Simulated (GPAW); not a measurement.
Crystal: Nb.

```xyz
1
Lattice="-1.6640 1.6640 1.6640 1.6640 -1.6640 1.6640 1.6640 1.6640 -1.6640" Properties=species:S:1:pos:R:3 pbc="T T T"
Nb    0.0000    0.0000    0.0000
```

Base run:

- Program: GPAW 26.7.0
- Functional: r2SCAN
- Potentials or basis: GPAW PAW data sets (gpaw-data 1.2.1)
- Cutoff: 600 eV
- Basis: pw
- k mesh: 11 × 11 × 11
- Occupations: fermi-dirac, width 0.05 eV
- Spin: no spin polarisation

Its results: pressure -3.3 GPa.

Q: The run is repeated on the same cell with these changes: functional from r2SCAN to revPBE; potentials or basis from GPAW PAW data sets (gpaw-data 1.2.1) to the program's PAW data sets (release 1.2.1) made for this functional. What comes out?

A: Pressure -0.6 GPa.

Caveats: the PAW data sets were made with another functional, which shifts forces and pressure a little (some runs).
